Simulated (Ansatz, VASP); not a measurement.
This is a calculation of Pb for Ansatz 0.2.0.

Contents of input.yaml:

```yaml
crystal:
  lattice:
    - [0.0, 2.47502, 2.47502]
    - [2.47502, 0.0, 2.47502]
    - [2.47502, 2.47502, 0.0]
  atoms:
    - { symbol: Pb, position: [0.0, 0.0, 0.0] }
kpoints:
  mp_grid: { grid: [9, 9, 9] }
scf:
  occupations: { method: gaussian, width: 0.014 }
hamiltonian:
  xc: pbe
  pseudopotentials: { kind: all_electron, lapw: { basis_error: 0.001 } }
output:
  forces: true
  stress: true
  eigenvalues: true
```

Potentials or basis: all-electron LAPW, scalar-relativistic.

Launch:

```bash
$ ansatz run input.yaml --threads 1 --pin off --max-ram 3072MiB --backend cpu --events-out ev --progress --plain --runs-dir out
```

Q: Set up the same calculation for VASP 6.6.1. Potentials there: VASP PAW PBE potentials, release 64 (Pb_d).

A: As run (the cutoff follows the program's own potentials):

INCAR

```
SYSTEM = Pb
PREC = Accurate
ENCUT = 520
EDIFF = 1E-6
ISMEAR = 0
SIGMA = 0.014
LREAL = .False.
LASPH = .True.
NELM = 100
ALGO = Normal
ISIF = 2
LWAVE = .False.
LCHARG = .False.
GGA = PE
NBANDS = 13
```

The input KPOINTS:

```
Automatic mesh
0
Gamma
  9 9 9
  0 0 0
```

Contents of POSCAR:

```
Pb
1.0
    0.0000000000      2.4750200000      2.4750200000
    2.4750200000      0.0000000000      2.4750200000
    2.4750200000      2.4750200000      0.0000000000
Pb
1
Direct
    0.0000000000      0.0000000000      0.0000000000
```

Potentials or basis: VASP PAW PBE potentials, release 64 (Pb_d).

Run with:

```sh
$ cat potpaw_PBE.64/Pb_d/POTCAR > POTCAR
$ mpirun -np 1 vasp_std > vasp.out
```

Both were run:

|  | VASP | Ansatz | Ansatz less VASP |
| --- | --- | --- | --- |
| gap on the k mesh at the Fermi level (eV) | none | none | - |
| pressure (GPa) | 2.2 | 2.3 | +0.07 |

A gap of «none» marks a metal or a gap that the smearing closes. Ansatz ran all-electron here, so the differences hold the error of VASP's frozen core and of both bases.

Spin-orbit coupling is left out, which matters for the levels of Pb.
